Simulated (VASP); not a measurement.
BaO in VASP 6.6.1, single-point calculation

INCAR

```
LREAL = .FALSE.
NELM = 93
ENCUT = 520
LCHARG = .FALSE.
EDIFF = 1E-7
IBRION = -1
ISIF = 2
PREC = Accurate
LASPH = .TRUE.
NSW = 0
ISMEAR = -1
NBANDS = 15
GGA = PE
SIGMA = 0.02
LWAVE = .FALSE.
```

KPOINTS

```
KPOINTS created by Atomic Simulation Environment
0
Gamma
1 1 1
0 0 0
```

POSCAR

```
Ba O
 1.0000000000000000
     0.0000000000000000    2.8828203887999999    2.8828203887999999
     2.8828203887999999    0.0000000000000000    2.8828203887999999
     2.8828203887999999    2.8828203887999999    0.0000000000000000
 Ba  O
   1   1
Cartesian
  0.0000000000000000  0.0000000000000000  0.0000000000000000
  2.8828203887999995  2.8828203887999995  2.8828203887999995
```

The recommended PBE PAW datasets give the neutral cell 16 valence electrons.

Command

```
mpirun -np 1 vasp_std
```

OSZICAR

```
N       E                     dE             d eps       ncg     rms          rms(c)
DAV:   1     0.817565853003E+02    0.81757E+02   -0.74470E+03    30   0.922E+02
DAV:   2    -0.610471398528E+01   -0.87861E+02   -0.78849E+02    37   0.178E+02
DAV:   3    -0.105984606492E+02   -0.44937E+01   -0.44780E+01    30   0.433E+01
DAV:   4    -0.106600307212E+02   -0.61570E-01   -0.61550E-01    30   0.511E+00
DAV:   5    -0.106612615453E+02   -0.12308E-02   -0.12308E-02    30   0.668E-01    0.111E+01
DAV:   6    -0.580107913251E+01    0.48602E+01   -0.23251E+01    30   0.243E+01    0.421E+00
DAV:   7    -0.566715545793E+01    0.13392E+00   -0.26906E-01    37   0.466E+00    0.256E+00
DAV:   8    -0.569432363933E+01   -0.27168E-01   -0.25884E-01    30   0.463E+00    0.351E-01
DAV:   9    -0.569830943058E+01   -0.39858E-02   -0.18878E-02    37   0.959E-01    0.155E-01
DAV:  10    -0.569784952609E+01    0.45990E-03   -0.36148E-03    30   0.345E-01    0.256E-02
DAV:  11    -0.569783920844E+01    0.10318E-04   -0.17766E-04    37   0.731E-02    0.933E-03
DAV:  12    -0.569784007339E+01   -0.86496E-06   -0.49062E-05    30   0.378E-02    0.942E-03
DAV:  13    -0.569783749718E+01    0.25762E-05   -0.15782E-05    37   0.228E-02    0.176E-03
DAV:  14    -0.569783754714E+01   -0.49953E-07   -0.27381E-07    30   0.388E-03
   1 F= -.56978375E+01 E0= -.56978375E+01  d E =-.552477E-11
```

From OUTCAR

```
k-points           NKPTS =      1   k-points in BZ     NKDIM =      1   number of bands    NBANDS=     15

   NELECT =      16.0000    total number of electrons

   dimension x,y,z NGX =    30 NGY =   30 NGZ =   30
   dimension x,y,z NGXF=    60 NGYF=   60 NGZF=   60

  energy-cutoff  :      520.00
  volume of cell :       47.92
      direct lattice vectors                 reciprocal lattice vectors
     0.000000000  2.882820389  2.882820389    -0.173441260  0.173441260  0.173441260
     2.882820389  0.000000000  2.882820389     0.173441260 -0.173441260  0.173441260
     2.882820389  2.882820389  0.000000000     0.173441260  0.173441260 -0.173441260

 k-points in reciprocal lattice and weights: KPOINTS created by Atomic Simulation Env
   0.00000000  0.00000000  0.00000000       1.000

 E-fermi :   3.8457

 k-point     1 :       0.0000    0.0000    0.0000
  band No.  band energies     occupation
      1     -25.0525      2.00000
      2     -11.0189      2.00000
      3      -9.7637      2.00000
      4      -9.7637      2.00000
      5      -9.7637      2.00000
      6       3.3029      2.00000
      7       3.3029      2.00000
      8       3.3029      2.00000
      9       4.7372      0.00000
     10       5.8821      0.00000
     11       5.8821      0.00000
     12       5.8821      0.00000
     13       7.9003      0.00000
     14       7.9003      0.00000
     15      11.2010      0.00000

  Total        5.8802433      5.8802433      5.8802433      0.0000000      0.0000000      0.0000000
  in kB      196.6179340    196.6179340    196.6179340      0.0000000      0.0000000      0.0000000
  external PRESSURE =     196.6179340 kB  Pullay stress =       0.0000000 kB

 POSITION                                       TOTAL-FORCE (eV/Angst)
 -----------------------------------------------------------------------------------
      0.00000      0.00000      0.00000        -0.000000     -0.000000     -0.000000
      2.88282      2.88282      2.88282         0.000000      0.000000      0.000000
 -----------------------------------------------------------------------------------
    total drift:                                0.000000      0.000000      0.000000

  FREE ENERGIE OF THE ION-ELECTRON SYSTEM (eV)
  ---------------------------------------------------
  free  energy   TOTEN  =        -5.6978375471 eV

  energy  without entropy=       -5.6978375471  energy(sigma->0) =       -5.69783755
```

It converged. Results: gap between bands v and c on the k mesh 1.43 eV; least direct gap on the k mesh 1.43 eV; pressure 19.7 GPa. Band v is the last that the valence electrons fill when counted band by band, and c is the next.

These settings aren't sound, so the numbers aren't properties of the crystal.

The fault: one k point for a small cell.

On sound settings PBE gives a gap of 2.30 eV on its mesh and a pressure of -4.5 GPa for the intended cell. This run's energy (σ→0) differs from it by 3029 meV an atom.

The run took about 3.7 s on one core of a shared host (Intel Xeon Platinum 8488C) and held 0.16 GiB at most.
